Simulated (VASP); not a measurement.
**VASP 6.6.1 run: GaN**

INCAR

```
LASPH = .TRUE.
ENCUT = 520
EDIFF = 1E-6
LWAVE = .FALSE.
NSW = 0
NELM = 76
LCHARG = .FALSE.
LREAL = .FALSE.
ISMEAR = -1
GGA = PE
IBRION = -1
NBANDS = 16
ISIF = 2
PREC = Accurate
SIGMA = 0.02
```

KPOINTS

```
KPOINTS created by Atomic Simulation Environment
0
Gamma
10 10 10
0 0 0
```

POSCAR

```
Ga N
 1.0000000000000000
     0.0000000000000000    2.0452597773000001    2.1769953713999999
     2.0452597773000001    0.0000000000000000    2.1769953713999999
     2.0452597773000001    2.0452597773000001    0.0000000000000000
 Ga  N
   1   1
Cartesian
  0.0000000000000000  0.0000000000000000  0.0000000000000000
  2.0452597773000001  2.0452597773000001  2.1769953713999994
```

The recommended PBE PAW datasets give the neutral cell 18 valence electrons.

Command

```
mpirun -np 1 vasp_std
```

Q: How does this run end, and what does it give?

A: It converged. Results: gap between bands v and c on the k mesh 0.54 eV; least direct gap on the k mesh 2.91 eV; pressure 18.4 GPa. Band v is the last that the valence electrons fill when counted band by band, and c is the next.

OSZICAR

```
N       E                     dE             d eps       ncg     rms          rms(c)
DAV:   1     0.751285039287E+02    0.75129E+02   -0.92541E+03  3768   0.216E+03
DAV:   2    -0.864447456487E+01   -0.83773E+02   -0.78051E+02  3712   0.321E+02
DAV:   3    -0.129611624212E+02   -0.43167E+01   -0.43031E+01  3784   0.633E+01
DAV:   4    -0.129985499300E+02   -0.37388E-01   -0.37384E-01  4136   0.619E+00
DAV:   5    -0.129989865449E+02   -0.43661E-03   -0.43661E-03  3880   0.607E-01    0.751E+00
DAV:   6    -0.111281332678E+02    0.18709E+01   -0.43208E+00  4712   0.415E+01    0.241E+00
DAV:   7    -0.111211812711E+02    0.69520E-02   -0.25674E-01  3872   0.527E+00    0.159E+00
DAV:   8    -0.111081177795E+02    0.13063E-01   -0.29011E-02  3816   0.238E+00    0.486E-01
DAV:   9    -0.111063497957E+02    0.17680E-02   -0.69785E-03  4080   0.216E+00    0.111E-01
DAV:  10    -0.111063190509E+02    0.30745E-04   -0.55709E-04  3904   0.307E-01    0.126E-02
DAV:  11    -0.111063195440E+02   -0.49315E-06   -0.40198E-05  3952   0.664E-02    0.132E-02
DAV:  12    -0.111063214201E+02   -0.18761E-05   -0.19900E-06  4088   0.290E-02    0.234E-03
DAV:  13    -0.111063214137E+02    0.64701E-08   -0.21631E-07  2112   0.457E-03
   1 F= -.11106321E+02 E0= -.11106321E+02  d E =-.544111E-08
```

For comparison, a separate PBE run of the intended cell, on usual settings and not on those above, gives a gap of 0.54 eV on its mesh and a pressure of 18.4 GPa.
